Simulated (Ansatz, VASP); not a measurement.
**One calculation of F, two programs**

File INCAR:

```
SYSTEM = F
PREC = Accurate ; ENCUT = 520
EDIFF = 1E-6 ; ISMEAR = 0
SIGMA = 0.05 ; LREAL = .FALSE.
LASPH = .TRUE. ; NELM = 80
ALGO = Normal ; ISIF = 2
LWAVE = .FALSE. ; LCHARG = .FALSE.
GGA = PS ; NBANDS = 22
```

The input KPOINTS:

```
Automatic mesh
0
G
  4 4 2
  0 0 0
```

POSCAR

```
F
1.0
    3.0175353946     -1.8491107904     -0.2327383614
    3.0175353946      1.8491107904     -0.2327383614
   -2.2345857599      0.0000000000      7.3909441246
F
4
Direct
    0.0848459664      0.0848459664      0.0940038325
    0.9151540336      0.9151540336      0.9059961675
    0.5015719855      0.5015719855      0.5937195244
    0.4984280145      0.4984280145      0.4062804756
```

Input for Ansatz:

```yaml
crystal:
  lattice:
    - [3.0175353946, -1.8491107904, -0.2327383614]
    - [3.0175353946, 1.8491107904, -0.2327383614]
    - [-2.2345857599, 0.0, 7.3909441246]
  atoms:
    - { symbol: F, position: [0.0848459664, 0.0848459664, 0.0940038325] }
    - { symbol: F, position: [0.9151540336, 0.9151540336, 0.9059961675] }
    - { symbol: F, position: [0.5015719855, 0.5015719855, 0.5937195244] }
    - { symbol: F, position: [0.4984280145, 0.4984280145, 0.4062804756] }
basis:
  ecutwfc: 520.0
kpoints:
  mp_grid: { grid: [4, 4, 2] }
hamiltonian:
  xc: pbesol
scf:
  occupations: { method: gaussian, width: 0.05 }
output:
  forces: true
  stress: true
  eigenvalues: true
```

Change from the starting cell: volume 20.139 Å^3 an atom, stretch along a over the lengths across it, relative to the relaxed cell 0.9379.

Alike in both runs: task single point; functional PBEsol; k mesh 4 × 4 × 2; occupations gaussian, width 0.05 eV; no spin polarisation.

|  | VASP | Ansatz |
| --- | --- | --- |
| version | VASP 6.6.1 | Ansatz 0.2.0 |
| potentials or method | VASP PAW PBE potentials, release 64 (F) | scalar-relativistic, plane waves, PAW |
| plane-wave cutoff (eV) | 520 | 520 |
| valence electrons in the cell | 28 | 28 |

|  | VASP | Ansatz | Ansatz less VASP |
| --- | --- | --- | --- |
| gap on the k mesh at the Fermi level (eV) | 2.57 | 2.64 | +0.070 |
| least direct gap on the mesh (eV) | 2.63 | 2.70 | +0.070 |
| pressure (GPa) | -2.5 | -2.7 | -0.23 |
| largest component of the traceless stress (GPa) | 3.15 | 4.29 | +1.137 |
| rms of the force components (eV/Å) | 0.567 | 0.771 | +0.2035 |

Atom by atom the forces differ by 0.204 eV/Å (rms over components).

Caveats: the k mesh is coarse (spacing up to 0.51 Å⁻¹), so the values aren't converged; the PAW data sets were made with another functional, which shifts forces and pressure a little (VASP). A k mesh can miss the band edges.
